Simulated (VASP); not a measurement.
# BAs (F-43m) in VASP: settings compared, part 2 of 2

VASP 6.6.1. The steps go on from the part before.

## 5. Band structure, AM05

Contents of POSCAR:

```
BAs
1.0
    0.0000000000      2.3885000000      2.3885000000
    2.3885000000      0.0000000000      2.3885000000
    2.3885000000      2.3885000000      0.0000000000
As B
1 1
Direct
    0.7500000000      0.7500000000      0.7500000000
    0.0000000000      0.0000000000      0.0000000000
```

Contents of INCAR.step1:

```
SYSTEM = BAs
PREC = Accurate
ENCUT = 520
EDIFF = 1E-6
ISMEAR = -1
SIGMA = 0.05
LREAL = .FALSE.
LASPH = .TRUE.
NELM = 60
ALGO = Normal
ISIF = 2
LWAVE = .FALSE.
LCHARG = .TRUE.
GGA = AM
```

Contents of KPOINTS.step1:

```
regular mesh
0
G
  10 10 10
  0 0 0
```

Contents of INCAR.step2:

```
SYSTEM = BAs
PREC = Accurate
ENCUT = 520
EDIFF = 1E-6
ISMEAR = 0
SIGMA = 0.05
LREAL = .FALSE.
LASPH = .TRUE.
NELM = 60
ALGO = Normal
ISIF = 2
LWAVE = .FALSE.
LCHARG = .FALSE.
GGA = AM
ICHARG = 11
```

Contents of KPOINTS.step2:

```
path GXWKGLUWLK,UX
20
line-mode
reciprocal
 0.0000000000  0.0000000000  0.0000000000  G
 0.5000000000  0.0000000000  0.5000000000  X

 0.5000000000  0.0000000000  0.5000000000  X
 0.5000000000  0.2500000000  0.7500000000  W

 0.5000000000  0.2500000000  0.7500000000  W
 0.3750000000  0.3750000000  0.7500000000  K

 0.3750000000  0.3750000000  0.7500000000  K
 0.0000000000  0.0000000000  0.0000000000  G

 0.0000000000  0.0000000000  0.0000000000  G
 0.5000000000  0.5000000000  0.5000000000  L

 0.5000000000  0.5000000000  0.5000000000  L
 0.6250000000  0.2500000000  0.6250000000  U

 0.6250000000  0.2500000000  0.6250000000  U
 0.5000000000  0.2500000000  0.7500000000  W

 0.5000000000  0.2500000000  0.7500000000  W
 0.5000000000  0.5000000000  0.5000000000  L

 0.5000000000  0.5000000000  0.5000000000  L
 0.3750000000  0.3750000000  0.7500000000  K

 0.6250000000  0.2500000000  0.6250000000  U
 0.5000000000  0.0000000000  0.5000000000  X
```

Potentials or basis: VASP PAW PBE potentials, release 64 (As, B).

Launch:

```
cat potpaw_PBE.64/As/POTCAR potpaw_PBE.64/B/POTCAR > POTCAR
cp INCAR.step1 INCAR
cp KPOINTS.step1 KPOINTS
mpirun -np 1 vasp_std > vasp.out
cp INCAR.step2 INCAR
cp KPOINTS.step2 KPOINTS
mpirun -np 1 vasp_std > vasp.out
```

Wall time 28 s (1 thread of AMD EPYC 9R45 (Zen 5), shared host); peak memory 0.15 GiB.

The run converged. Its results:

| Quantity | Value |
| --- | --- |
| Band gap on the k mesh | 1.11 eV, indirect (least direct gap 3.23 eV) |
| Band gap along the path | 1.11 eV, indirect (least direct gap 3.22 eV) |

Levels at the corners of the path, in eV from the valence-band top:
```
point  band 1  band 2  band 3  band 4  band 5  band 6  band 7  band 8
    Γ  -15.42    0.00    0.00    0.00    3.22    3.22    3.22    4.73
    X  -11.24   -8.52   -4.11   -4.11    1.35    1.38   11.35   11.35
    X  -11.24   -8.52   -4.11   -4.11    1.35    1.38   11.35   11.35
    W  -11.07   -8.04   -5.54   -5.25    5.19    5.90    6.71    7.02
    W  -11.07   -8.04   -5.54   -5.25    5.19    5.90    6.71    7.02
    K  -11.27   -8.14   -6.01   -3.51    1.97    5.49    9.18    9.73
    K  -11.27   -8.14   -6.01   -3.51    1.97    5.49    9.18    9.73
    Γ  -15.42    0.00    0.00    0.00    3.22    3.22    3.22    4.73
    Γ  -15.42    0.00    0.00    0.00    3.22    3.22    3.22    4.73
    L  -12.54   -8.82   -1.83   -1.83    2.69    4.72    4.72    8.78
    L  -12.54   -8.82   -1.83   -1.83    2.69    4.72    4.72    8.78
    U  -11.27   -8.14   -6.01   -3.51    1.97    5.49    9.18    9.73
    U  -11.27   -8.14   -6.01   -3.51    1.97    5.49    9.18    9.73
    W  -11.07   -8.04   -5.54   -5.25    5.19    5.90    6.71    7.02
    W  -11.07   -8.04   -5.54   -5.25    5.19    5.90    6.71    7.02
    L  -12.54   -8.82   -1.83   -1.83    2.69    4.72    4.72    8.78
    L  -12.54   -8.82   -1.83   -1.83    2.69    4.72    4.72    8.78
    K  -11.27   -8.14   -6.01   -3.51    1.97    5.49    9.18    9.73
    U  -11.27   -8.14   -6.01   -3.51    1.97    5.49    9.18    9.73
    X  -11.24   -8.52   -4.11   -4.11    1.35    1.38   11.35   11.35
```

Caveat: the log is that of the step along the path at fixed density, whose energy, stress, charges and moments have no meaning; the PAW data sets were made with another functional, which shifts forces and pressure a little.

## 6. G0W0 low-scaling quasiparticle levels, PBE

POSCAR is that of step 5.

Contents of INCAR.step1:

```
SYSTEM = BAs
ALGO     = Normal         ! electronic algorithm
EDIFF    = 1E-8           ! SCF threshold, eV
ENCUT    = 500            ! plane-wave cutoff, eV
GGA      = PE             ! functional
ISMEAR   = 0              ! smearing method
LASPH    = .TRUE.         ! aspherical terms in the spheres
LCHARG   = .FALSE.        ! write CHGCAR
LREAL    = .FALSE.        ! projectors in reciprocal space
LWAVE    = .TRUE.         ! write WAVECAR
NELM     = 80             ! most SCF steps
PREC     = Accurate       ! precision mode
SIGMA    = 0.01           ! smearing width, eV
```

Contents of INCAR.step2:

```
SYSTEM = BAs
ALGO     = Exact          ! electronic algorithm
EDIFF    = 1E-8           ! SCF threshold, eV
ENCUT    = 500            ! plane-wave cutoff, eV
GGA      = PE             ! functional
ISMEAR   = 0              ! smearing method
ISTART   = 1            
LASPH    = .TRUE.         ! aspherical terms in the spheres
LCHARG   = .FALSE.        ! write CHGCAR
LOPTICS  = .TRUE.         ! frequency-dependent dielectric function
LREAL    = .FALSE.        ! projectors in reciprocal space
LWAVE    = .TRUE.         ! write WAVECAR
NBANDS   = 179            ! bands
NELM     = 1              ! most SCF steps
PREC     = Accurate       ! precision mode
SIGMA    = 0.01           ! smearing width, eV
```

Contents of INCAR.step3:

```
SYSTEM = BAs
ALGO     = EVGW0R         ! electronic algorithm
EDIFF    = 1E-8           ! SCF threshold, eV
ENCUT    = 500            ! plane-wave cutoff, eV
ENCUTGW  = 200            ! cutoff of the response function
GGA      = PE             ! functional
ISMEAR   = 0              ! smearing method
ISTART   = 1            
LASPH    = .TRUE.         ! aspherical terms in the spheres
LCHARG   = .FALSE.        ! write CHGCAR
LREAL    = .FALSE.        ! projectors in reciprocal space
LWAVE    = .FALSE.        ! write WAVECAR
NBANDS   = 179            ! bands
NBANDSGW = 12           
NELMGW   = 1            
NOMEGA   = 12             ! frequency points
PREC     = Accurate       ! precision mode
PRECFOCK = Fast         
SIGMA    = 0.01           ! smearing width, eV
```

Contents of KPOINTS:

```
k-points
0
G
  4 4 4
  0 0 0
```

Potentials or basis: VASP PAW PBE potentials, release 64 (As_GW, B_GW).

Launch:

```
cat potpaw_PBE.64/As_GW/POTCAR potpaw_PBE.64/B_GW/POTCAR > POTCAR
cp INCAR.step1 INCAR
mpirun -np 1 vasp_std > vasp.out
cp INCAR.step2 INCAR
mpirun -np 1 vasp_std > vasp.out
cp INCAR.step3 INCAR
mpirun -np 1 vasp_std > vasp.out
```

OUTCAR:

```text
SYSTEM = BAs
   EDIFF = 1E-8
   ENCUT = 500
   ENCUTGW = 200
   GGA = PE
   ISMEAR = 0
   ISTART = 1
   LASPH = .TRUE.
   LREAL = .FALSE.
   NELMGW = 1
   PREC = Accurate
   PRECFOCK = Fast

 ion  position               nearest neighbor table
[... 200 lines left out ...]
      5       9.4627       9.7060       9.6549       0.7899       9.6546       0.7880       0.0000      -0.0156       0.0000   2
      6       9.4627       9.7060       9.6549       0.7899       9.6546       0.7880       0.0000      -0.0156       0.0000   2
      7       9.4627       9.7060       9.6549       0.7899       9.6546       0.7880       0.0000      -0.0156       0.0000   2
      8      10.8666      11.4203      11.2918       0.7679      11.2904       0.7627       0.0000      -0.0483       0.0000   2
      9      15.7678      15.6408      15.6685       0.7819      15.6684       0.7833       0.0000      -0.1201      -0.0000   2
     10      19.1303      18.9701      19.0071       0.7688      19.0069       0.7704       0.0000      -0.1655       0.0000   2
     11      19.1303      18.9701      19.0071       0.7688      19.0069       0.7704       0.0000      -0.1655       0.0000   2
     12      20.5435      20.3134      20.3658       0.7723      20.3655       0.7744       0.0000      -0.4314      -0.0000   2
[... 100 lines left out ...]
      1      -4.8581      -5.5921      -5.3809       0.7123      -5.3781       0.7048       2.0000      -0.4340       0.0000   2
      2      -1.8675      -3.0660      -2.7353       0.7240      -2.7270       0.7101       2.0000      -0.2305       0.0000   2
      3       0.6993      -0.3205      -0.0869       0.7710      -0.0823       0.7618       2.0000      -0.1066      -0.0000   2
      4       0.9947      -0.0152       0.2159       0.7712       0.2203       0.7625       2.0000      -0.1043      -0.0000   2
      5      11.4396      11.4729      11.4658       0.7859      11.4658       0.7856       0.0000      -0.0431       0.0000   2
      6      12.1230      12.6636      12.5393       0.7702      12.5380       0.7651       0.0000      -0.0784       0.0000   2
      7      12.9891      12.9456      12.9544       0.7971      12.9544       0.7975       0.0000      -0.0552      -0.0000   2
      8      13.2196      13.4208      13.3748       0.7712      13.3745       0.7692       0.0000      -0.0888      -0.0000   2
      9      18.4843      18.7319      18.6661       0.7340      18.6657       0.7310       0.0000      -0.2759       0.0000   2
     10      21.7195      21.8050      21.7829       0.7414      21.7828       0.7406       0.0000      -0.5839      -0.0000   2
     11      21.8801      21.7673      21.7950       0.7551      21.7949       0.7561       0.0000      -0.5078       0.0000   2
     12      25.0592      25.1971      25.1646       0.7641      25.1645       0.7629       0.0000      -0.8257       0.0000   2

  HF+RPA corr. energy TOTEN  =       -31.15114391 eV

  HF+E_corr(extrapolated)    =       -31.62351452 eV
```

OUTCAR.step1:

```text
SYSTEM = BAs
   EDIFF = 1E-8
   ENCUT = 500
   GGA = PE
   ISMEAR = 0
   LASPH = .TRUE.
   LREAL = .FALSE.
[... 291 lines left out ...]
      3.58275      3.58275      3.58275        -0.000000     -0.000000     -0.000000
      0.00000      0.00000      0.00000         0.000000      0.000000      0.000000
 -----------------------------------------------------------------------------------
    total drift:                                0.000000      0.000000      0.000000

  FREE ENERGIE OF THE ION-ELECTRON SYSTEM (eV)
  ---------------------------------------------------
  free  energy   TOTEN  =       -11.2357101123 eV

  energy  without entropy=      -11.2357101123  energy(sigma->0) =      -11.23571011
```

OUTCAR.step2:

```text
SYSTEM = BAs
   EDIFF = 1E-8
   ENCUT = 500
   GGA = PE
[... 691 lines left out ...]
  --------------------------------------------------------------------------------------------------------------
     0.00000    15.52374    15.52374    15.52374    -0.00000    -0.00000     0.00000
     2.46847    21.92343    21.92343    21.92343    -0.00000    -0.00000     0.00000
     4.93693    12.02256    12.02256    12.02256    -0.00000    -0.00000    -0.00000
     7.40540   -14.34115   -14.34115   -14.34115     0.00000    -0.00000     0.00000
     9.87386    -1.96591    -1.96591    -1.96591     0.00000     0.00000     0.00000
    12.34233    -1.29615    -1.29615    -1.29615    -0.00000     0.00000     0.00000
[... 92 lines left out ...]
   241.90966     0.99137     0.99137     0.99137     0.00000    -0.00000     0.00000
   244.37812     0.99154     0.99154     0.99154     0.00000    -0.00000     0.00000
```

It took 15 min on 1 thread of Intel Xeon 6975P-C (Granite Rapids), shared host; peak memory 5.2 GiB.

What came out:

```yaml
Band_gap_on_the_k_mesh_mean-field_level: 1.41 eV, indirect (least direct gap 3.26 eV)
Quasiparticle_gap: 1.89 eV
Least_direct_quasiparticle_gap: 4.06 eV
RPA_correlation_energy: -6.116 eV/atom
RPA_correlation_energy_per_cell: -12.232 eV
```

Caveat: the k mesh is coarse (spacing up to 0.57 Å⁻¹), so the values aren't converged; bands, screening cutoff and mesh are small and nothing is extrapolated, so the quasiparticle values aren't converged. A k mesh can miss the band edges.

## 7. The reference run

An earlier run on the cell as given: functional PBE; potentials or basis VASP PAW PBE potentials, release 64 (As, B); cutoff 520 eV; k mesh 10 × 10 × 10; occupations fermi-dirac, width 0.05 eV; no spin polarisation.

- Pressure: 3.4 GPa
- Band gap on the k mesh: 1.18 eV, indirect (least direct gap 3.28 eV)

## 8. Summary

| task | level | potentials or basis | spin | k mesh | cutoff (eV) | smearing | ladder | GW scheme | GW iterations | cutoff of the response function | frequency points | mesh quality | gap on the mesh (eV) | pressure (GPa) |
| --- | --- | --- | --- | --- | --- | --- | --- | --- | --- | --- | --- | --- | --- | --- |
| band structure | SCAN | VASP PAW PBE potentials, release 64 (As, B) | SOC, no magnetisation | 7 × 7 × 7 | 520 | fermi-dirac 0.05 eV | - | - | - | - | - | not flagged | - | 0.2 |
| band structure | rSCAN | VASP PAW PBE potentials, release 64 (As, B) | off | 10 × 10 × 10 | 520 | fermi-dirac 0.05 eV | - | - | - | - | - | not flagged | 1.38 | 0.6 |
| evGW0 quasiparticle levels | PBE | VASP PAW PBE potentials, release 64 (As_GW, B_GW) | off | 6 × 6 × 6 | 500 | gaussian 0.01 eV | gaps | evGW0 | 4 | 200 | 50 | not flagged | - | - |
| band structure | AM05 | VASP PAW PBE potentials, release 64 (As, B) | off | 10 × 10 × 10 | 520 | fermi-dirac 0.05 eV | - | - | - | - | - | not flagged | 1.11 | - |
| G0W0 low-scaling quasiparticle levels | PBE | VASP PAW PBE potentials, release 64 (As_GW, B_GW) | off | 4 × 4 × 4 | 500 | gaussian 0.01 eV | - | G0W0 low-scaling | 1 | 200 | 12 | coarse | - | - |
| single point | PBE | VASP PAW PBE potentials, release 64 (As, B) | off | 10 × 10 × 10 | 520 | fermi-dirac 0.05 eV | - | - | - | - | - | not flagged | 1.18 | 3.4 |

Alike in all rows: cell as given.

Caveats: some runs use coarse meshes; the PAW data sets were made with another functional, which shifts forces and pressure a little (some runs); bands, screening cutoff and mesh are small and nothing is extrapolated, so the quasiparticle values aren't converged (some runs).

Total energies depend on the potentials used, so only differences within one code and one set of settings carry meaning.
